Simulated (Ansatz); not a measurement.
The system is SiC (Moissanite).

```
CELL_PARAMETERS angstrom
3.07600 0.00000 0.00000
-1.53800 2.66389 0.00000
0.00000 0.00000 5.04800
ATOMIC_POSITIONS crystal
Si 0.66667 0.33333 0.50000
Si 0.33333 0.66667 0.00000
C 0.66667 0.33333 0.88500
C 0.33333 0.66667 0.38500
```

- Program: Ansatz 0.2.0
- Task: relaxation of cell and atoms
- Functional: revPBE0
- Potentials or basis: Ansatz PAW
- Cutoff: 420 eV (not typed: the program's choice for these potentials)
- k mesh: 5 × 5 × 3
- Occupations: fermi-dirac, width 0.05 eV
- Spin: no spin polarisation

At the start: volume 10.34 Å³/atom.

Q: Where does the relaxation end?

A: It ends after 5 steps and the volume is 10.36 Å³/atom (+0.2 %); space group P6_3mc (No. 186, to 0.05 Å).

Step by step:
| step | energy change (eV) | largest force (eV/Å) | volume (Å³) |
| --- | --- | --- | --- |
| 1 | 0.0000 | 0.7673 | 41.36 |
| 2 | -0.0211 | 0.4327 | 41.42 |
| 3 | -0.0358 | 0.0002 | 41.43 |
| 4 | -0.0357 | 0.0004 | 41.45 |
| 5 | -0.0358 | 0.0004 | 41.45 |

Final structure:
```cif
data_structure
_symmetry_space_group_name_H-M 'P 1'
_symmetry_Int_Tables_number 1
_cell_length_a 3.0794
_cell_length_b 3.0794
_cell_length_c 5.0469
_cell_angle_alpha 90.000
_cell_angle_beta 90.000
_cell_angle_gamma 120.000
_cell_volume 41.45
loop_
_atom_site_label
_atom_site_type_symbol
_atom_site_fract_x
_atom_site_fract_y
_atom_site_fract_z
_atom_site_occupancy
Si1 Si 0.66667 0.33333 0.50438 1
Si2 Si 0.33333 0.66667 0.00438 1
C1 C 0.66667 0.33333 0.88062 1
C2 C 0.33333 0.66667 0.38062 1
```

Caveat: the k mesh is coarse (spacing up to 0.47 Å⁻¹), so the values aren't converged; the plane-wave basis is chosen anew once the cell has moved, so the energies of steps on either side of that aren't comparable; the PAW data sets come from PBE, with cores solved anew for the run's functional, which leaves a small shift of forces and pressure.
